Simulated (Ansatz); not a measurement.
# CuO (Tenorite) (C2/c) in Ansatz: settings compared

The runs below take CuO (Tenorite) through relaxation of cell and atoms, single point, with PBE+D4, PBE.

All numbers are computed with Ansatz 0.2.0; they aren't measurements. Logs are shortened: lines on timing, memory, paths and dates and some standing lists are left out, and cuts for length are marked.

## Step 1: The structure

It takes space group C2/c (No. 15, monoclinic). Conventional cell: a = 4.684 Å, b = 3.423 Å, c = 5.129 Å, α = 90.00°, β = 99.54°, γ = 90.00°. Cu (site symmetry -1) has 4 O at 1.95 to 1.96 Å as nearest neighbours. O (site symmetry 2) has 4 Cu at 1.95 to 1.96 Å as nearest neighbours.

## Step 2: Relaxation of cell and atoms, PBE+D4

input.yaml

```yaml
crystal:
  lattice:
    - [2.34185, -1.7113, 0.0]
    - [2.34185, 1.7113, 0.0]
    - [-0.8500274268, 0.0, 5.0578693947]
  atoms:
    - { symbol: Cu, position: [0.5, 0.0, 0.5] }
    - { symbol: Cu, position: [0.0, 0.5, 0.0] }
    - { symbol: O, position: [0.4184, 0.5816, 0.75] }
    - { symbol: O, position: [0.5816, 0.4184, 0.25] }
hamiltonian:
  xc: pbe
  pseudopotentials: { kind: paw }
  dispersion: d4
kpoints:
  mp_grid: { grid: [10, 10, 5] }
scf:
  occupations: { method: fermi_dirac, width: 0.05 }
output:
  forces: true
  stress: true
relax:
  f_tol: 0.01
  max_steps: 40
  cell: { stress_tol: 0.05 }
```

Potentials or basis: Ansatz PAW.

Run with:

```bash
> ansatz run input.yaml --threads 2 --pin off --max-ram 5120MiB --backend cpu --events-out ev --progress --plain --runs-dir out
```

Standard output:

```text
Warning: RAYON_NUM_THREADS=2 ignored (pool sized by the plan → 2); use --threads N
Engine: ansatz 0.2.0, x86_64-unknown-linux-gnu
Pseudopotentials: kind: paw
Pseudopotential: Cu, paw, valence charge 19, recommended cutoff 420 eV (normal), Cu.paw.azcp
Pseudopotential: O, paw, valence charge 6, recommended cutoff 420 eV (normal), O.paw.azcp
Functional definition: PBE
  parameter kappa = 0.804
  parameter beta = 0.06672455060314922
  exchange = pbe_x(kappa = kappa, mu = beta*pi^2/3)
  correlation = pbe_c(beta = beta)
Crystal: 4 atoms, lattice volume = 40.540 Å³
Basis set: ecut = 420 eV, 787 PW (Γ), exchange–correlation on 40×40×72 points (8 copies of the dense FFT grid, shifted against one another)
Bands: 30, of which v1, the nominal top of the filled ones, is band 25 counted from 1 (24 counted from 0)
Symmetry: 4 space group operations
Space group: C2/c (ITA 15), of the structure as read, at distance tolerance 3.4e-5 Å
k-points: 141 of 500
Non-local potential: Cu, projectors of the file, l = 0: 3, l = 1: 2, l = 2: 3, l = 3: 1
Non-local potential: O, projectors of the file, l = 0: 2, l = 1: 2, l = 2: 1
PAW form: soft (Blöchl's): semilocal exchange-correlation on the pseudo side does not see the compensation charge
PAW one-centre angular grid: Cu, 590 points (default); XC on 64 Gauss nodes
PAW one-centre angular grid: O, 110 points (default); XC on 64 Gauss nodes
Initial density: superposition of atomic densities (neutral atoms: chi_scale 0, normalization atom), corrected by the library's trained network
Initial wavefunctions: pseudopotential atomic-orbital guess
Functional: x = pbe(κ = 0.804, μ = 0.2195149727645171), c = pbe(β = 0.06672455060314922)
SCF iter   1: F=—  HF=-14383.628628 eV  |F-HF|=—  |Δ(HF+E_count)|=         —  Δρ=4.90e-3  dr2=2.38e-3  ethr=1.77e-3  ⟨swp⟩=5.8  Hψ=14729  notcnv=0
preconditioner: auto → Kerker (q_TF=auto, 2.825 Å⁻¹)  [metal: Δε(μ)=0.011 eV  Ē_g=11.257 eV  σ=0.050 eV  W_gap=0.06  n_scr=20 (ndim 8)  ℏωp=34.0 eV  f_vac=0.000  D(μ)=2.37/eV (n_scr^D=26)]
SCF iter   2: F=—  HF=-14383.628177 eV  |F-HF|=—  |Δ(HF+E_count)|=   4.51e-4  Δρ=2.41e-3  dr2=7.19e-4  ethr=4.76e-6  ⟨swp⟩=2.0  Hψ=7716  notcnv=0
SCF iter   3: F=—  HF=-14383.628033 eV  |F-HF|=—  |Δ(HF+E_count)|=   1.44e-4  Δρ=3.89e-4  dr2=4.81e-5  ethr=1.44e-6  ⟨swp⟩=2.9  Hψ=6429  notcnv=0
SCF iter   4: F=—  HF=-14383.628048 eV  |F-HF|=—  |Δ(HF+E_count)|=   1.54e-5  Δρ=1.37e-4  dr2=6.53e-6  ethr=9.62e-8  ⟨swp⟩=2.0  Hψ=6657  notcnv=0
SCF iter   5: F=—  HF=-14383.628049 eV  |F-HF|=—  |Δ(HF+E_count)|=   1.04e-6  Δρ=6.30e-5  dr2=9.69e-7  ethr=1.31e-8  ⟨swp⟩=2.7  Hψ=7202  notcnv=0
SCF iter   6: F=—  HF=-14383.628049 eV  |F-HF|=—  |Δ(HF+E_count)|=   1.19e-7  Δρ=3.72e-5  dr2=3.70e-7  ethr=1.94e-9  ⟨swp⟩=2.0  Hψ=7644  notcnv=0
SCF iter   7: F=-14383.628049 eV  HF=-14383.628049 eV  |F-HF|=9.39e-9  |Δ(HF+E_count)|=   9.44e-8  Δρ=8.03e-6  dr2=2.45e-8  ethr=2.00e-10  ⟨swp⟩=2.8  Hψ=15744  notcnv=0
SCF 1 converged in 7 iterations: F = -14383.628049 eV  dr2 = 2.45e-8
relax step   1: F+E_penalty+E_count = -14383.62804934 eV  Δ(F+E_penalty+E_count) = +0.000e0 eV  max|allowed force component| = 2.607e-1 eV/Å  Δτ_max = 0.0000 Å  P = +1.338 GPa  Ω = 40.540 Å³  (7 SCF iters, dr2 threshold 1.00e-7 eV, accepted)
Crystal: 4 atoms, lattice volume = 41.115 Å³
Basis set: ecut = 420 eV, 803 PW (Γ), exchange–correlation on 40×40×72 points (8 copies of the dense FFT grid, shifted against one another)
Initial density: handed on by an earlier stage of this run
Initial wavefunctions: those handed on with the density
iter 1 solved again at ethr=2.02e-6 eV; its pass at ethr=3.10e-3 eV (dr2=1.01e-3 eV) is discarded
SCF iter   1: F=—  HF=-14383.644063 eV  |F-HF|=—  |Δ(HF+E_count)|=         —  Δρ=2.90e-3  dr2=1.05e-3  ethr=2.02e-6  ⟨swp⟩=2.2  Hψ=22680  notcnv=0
preconditioner: auto → Kerker (q_TF=auto, 2.819 Å⁻¹)  [metal: Δε(μ)=0.005 eV  Ē_g=11.187 eV  σ=0.050 eV  W_gap=0.02  n_scr=20 (ndim 8)  ℏωp=33.8 eV  f_vac=0.002  D(μ)=2.41/eV (n_scr^D=26)]
[... 233 lines left out ...]
SCF iter   4: F=—  HF=-14383.746725 eV  |F-HF|=—  |Δ(HF+E_count)|=  6.18e-11  Δρ=9.01e-7  dr2=1.87e-10  ethr=1.00e-12  ⟨swp⟩=4.3  Hψ=15594  notcnv=0
SCF iter   5: F=-14383.746725 eV  HF=-14383.746725 eV  |F-HF|=7.28e-12  |Δ(HF+E_count)|=  6.00e-11  Δρ=1.85e-7  dr2=8.50e-12  ethr=1.00e-12  ⟨swp⟩=3.0  Hψ=15717  notcnv=0
SCF 22 converged in 5 iterations: F = -14383.746725 eV  dr2 = 8.50e-12
relax step  22: F+E_penalty+E_count = -14383.74672530 eV  Δ(F+E_penalty+E_count) = -4.808e-5 eV  max|allowed force component| = 5.272e-4 eV/Å  Δτ_max = 0.0000 Å  P = +0.007 GPa  Ω = 43.600 Å³  stress off target by 4.46e-2 GPa  SCF on the basis re-selected at this cell (its energy is not comparable with the rows above)  (5 SCF iters)
basis re-selected at this cell: Δ(F+E_penalty+E_count) = -4.808e-5 eV, ΔP = +0.002 GPa vs the last step (what re-selecting the basis moved, of the pressure what is left beyond the Pulay correction that the steps carried, after the strain that the cell walked since its last selection, with what the two solves' SCF thresholds leave and, on support functions, any second-order correction that the steps lacked; it is no measure of the basis error at this ecutwfc). This SCF's stress stands 4.46e-2 GPa from its target on what of the cell is left free (relax.cell.stress_tol is 5.00e-2 GPa) and its largest allowed force component is 5.27e-4 eV/Å (relax.f_tol is 1.00e-2 eV/Å): within both
SCF converged after 5 iterations
Free energy (F): -14383.746725 eV
Harris-Foulkes:  -14383.746725 eV  (|F-HF|=7.28e-12)
Internal energy: -14383.725822 eV  (E = F + TS)
E sigma→0 (E₀):  -14383.736274 eV
Entropy (-TS):   -0.020903 eV (-5.226 meV/atom)
Fermi energy:    11.161465 eV
--- Per-component energies (eV) ---
  E_band       = -915.205350
  E_kinetic    = 942.443152
  E_local      = -10094.426420  (includes V_loc(G=0)·N_el)
  E_nonlocal   = 875.671356
  E_hartree    = 4371.128812
  E_xc         = -323.842802
  E_vxc        = -415.683319  (∫ρ·V_xc dr)
  E_paw        = -3636.934608  (= ΣΔE_a)
  E_vpaw       = -965.473009  (= ΣTr[D̂ρ^β])
  E_aug_tail   = 0.005624  (compensation charges beyond the density's cutoff)
  E_ewald      = -6516.582335
  E_disp       = -1.188601  (pairwise vdW)
  E_smearing   = -0.020903  (= −TS)
  E_closure    = -0.000000  (closes the sum)
  Σ components = -14383.746725   (vs F -14383.746725, Δ=0.00e0)
--- Forces (eV/Å), atoms counted from 1 ---
  atom   1  Cu    -0.00000000     0.00000000    -0.00000000
  atom   2  Cu     0.00000000     0.00000000    -0.00000000
  atom   3  O     -0.00000000     0.00052718     0.00000000
  atom   4  O      0.00000000    -0.00052718    -0.00000000
  max |Σ_I F_I| component: 2.78e-28 eV/Å
--- Stress (GPa, compression-positive) ---
       -0.028787      -0.000000       0.003393
       -0.000000       0.044632      -0.000000
        0.003393      -0.000000       0.005395
  P = ⅓ Tr σ = 0.0071 GPa (0.071 kbar)
--- Relaxed structure (17 steps of the walk, 17 accepted, 5 SCFs on fresh bases) ---
  F+E_penalty+E_count = -14383.74672530 eV   max|allowed force component| = 5.272e-4 eV/Å   (the final SCF, on the basis selected at the relaxed cell)
  cell:  # Å, volume = 43.5996 Å³
    - [2.0602023838872023, -2.053024895698789, 0.16072863272805252]
    - [2.0602023838872023, 2.053024895698789, 0.16072863272805252]
    - [-0.40065934997359814, 1.441414045051721e-17, 5.122784912261815]
  atoms:
    - { symbol: Cu, position: [0.5000000000000001, -7.632783294297951e-17, 0.5000000000000001] }
    - { symbol: Cu, position: [-7.806255641895632e-17, 0.5, 3.469446951953614e-18] }
    - { symbol: O, position: [0.4999714035474161, 0.500028596452584, 0.7500000000000001] }
    - { symbol: O, position: [0.5000285964525839, 0.499971403547416, 0.25000000000000006] }
```

Run time: 5.6 min. Hardware: 2 threads of Intel Xeon at 2.50GHz (Skylake/Cascade Lake), shared host; peak memory 0.46 GiB.

Results:

```yaml
Free_energy: -14383.7467 eV
Relaxed_volume: 10.90 Å³/atom
Relaxed_cell: a = 2.913 Å, b = 2.913 Å, c = 5.138 Å, α = 90.01°, β = 90.01°, γ = 89.63°
Space_group_after_relaxing_to_0.05_Å: P4_2/mmc (No. 131)
Energy_gained_by_relaxing: 29.7 meV/atom
Ionic_steps: 22
Pressure_after_relaxing: 0.0 GPa
```

The path:
| step | energy change (eV) | largest force (eV/Å) | volume (Å³) |
| --- | --- | --- | --- |
| 1 | 0.0000 | 0.2607 | 40.54 |
| 2 | -0.0160 | 0.2314 | 41.11 |
| 3 | -0.0441 | 0.0378 | 41.93 |
| 4 | -0.0487 | 0.0104 | 42.65 |
| 5 | -0.0561 | 0.0001 | 42.47 |
| 6 | -0.0559 | 0.0005 | 42.53 |
| 7 | -0.0849 | 0.0011 | 42.53 |
| 8 | -0.0966 | 0.0123 | 42.96 |
| 9 | -0.0984 | 0.0394 | 43.50 |
| 10 | -0.1001 | 0.0014 | 43.33 |
| 11 | -0.1000 | 0.0003 | 43.35 |
| 12 | -0.1114 | 0.0019 | 43.35 |
| 13 | -0.1147 | 0.0018 | 43.50 |
| 14 | -0.1149 | 0.0001 | 43.55 |
| 15 | -0.1150 | 0.0005 | 43.55 |
| 16 | -0.1149 | 0.0000 | 43.55 |
| 17 | -0.1175 | 0.0005 | 43.55 |
| 18 | -0.1180 | 0.0002 | 43.59 |
| 19 | -0.1180 | 0.0000 | 43.59 |
| 20 | -0.1185 | 0.0002 | 43.59 |
| 21 | -0.1186 | 0.0005 | 43.60 |
| 22 | -0.1187 | 0.0005 | 43.60 |

Final structure:
```yaml
crystal:
  lattice:
    - [2.06020, -2.05302, 0.16073]
    - [2.06020, 2.05302, 0.16073]
    - [-0.40066, 0.00000, 5.12278]
  atoms:
    - { symbol: Cu, position: [0.50000, 0.00000, 0.50000] }
    - { symbol: Cu, position: [0.00000, 0.50000, 0.00000] }
    - { symbol: O, position: [0.49997, 0.50003, 0.75000] }
    - { symbol: O, position: [0.50003, 0.49997, 0.25000] }
```

Caveat: the plane-wave basis is chosen anew once the cell has moved, so the energies of steps on either side of that aren't comparable; the pressure holds a Pulay correction of +0.7 GPa for the finite cutoff; the run has no spin polarisation, though such a crystal can be magnetic. Zero-point motion and thermal expansion aren't in these numbers.

## Step 3: Single point, PBE

input.yaml, as its differences from that of step 2:

```diff
@@ -13,5 +13,4 @@
   pseudopotentials: { kind: paw }
-  dispersion: d4
 kpoints:
-  mp_grid: { grid: [10, 10, 5] }
+  mp_grid: { grid: [13, 13, 7] }
 scf:
@@ -21,5 +20,2 @@
   stress: true
-relax:
-  f_tol: 0.01
-  max_steps: 40
-  cell: { stress_tol: 0.05 }
+  eigenvalues: true
```

Potentials or basis: Ansatz PAW.

Run with:

```bash
> ansatz run input.yaml --threads 2 --pin off --max-ram 5120MiB --backend cpu --events-out ev --progress --plain --runs-dir out
```

Run time: 27 s. Hardware: 2 threads of Intel Xeon at 2.50GHz (Skylake/Cascade Lake), shared host; peak memory 0.56 GiB.

It converged, with:

```
Free energy            : -14382.3612 eV
Pressure               : 5.7 GPa
Largest force          : 0.268 eV/Å
Band gap on the k mesh : none (metal or under the smearing width)
```

Forces in eV/Å, atoms in the order of the input:
```
Cu   0.000  0.000  0.000
Cu   0.000  0.000  0.000
O    0.000 -0.268  0.000
O    0.000  0.268  0.000
```

Stress tensor (GPa, compression positive):
```
 5.45  0.00 -1.12
 0.00  6.95  0.00
-1.12  0.00  4.79
```

Levels at points of the mesh, in eV from the Fermi level:
| k point | band 21 | band 22 | band 23 | band 24 | band 25 | band 26 | band 27 | band 28 | band 29 | band 30 |
| --- | --- | --- | --- | --- | --- | --- | --- | --- | --- | --- |
| (0.00, 0.00, 0.00) | -2.39 | -2.23 | -2.17 | -1.67 | 0.20 | 0.93 | 1.68 | 5.99 | 8.12 | 13.31 |

Caveat: the pressure holds a Pulay correction of +0.7 GPa for the finite cutoff; the run has no spin polarisation, though such a crystal can be magnetic; semilocal functionals often make such compounds metallic where correlation or magnetic order opens a gap, which also shifts bond lengths. With open d or f shells a metallic result of PBE can be an artefact of self-interaction; +U or a hybrid may open a gap.
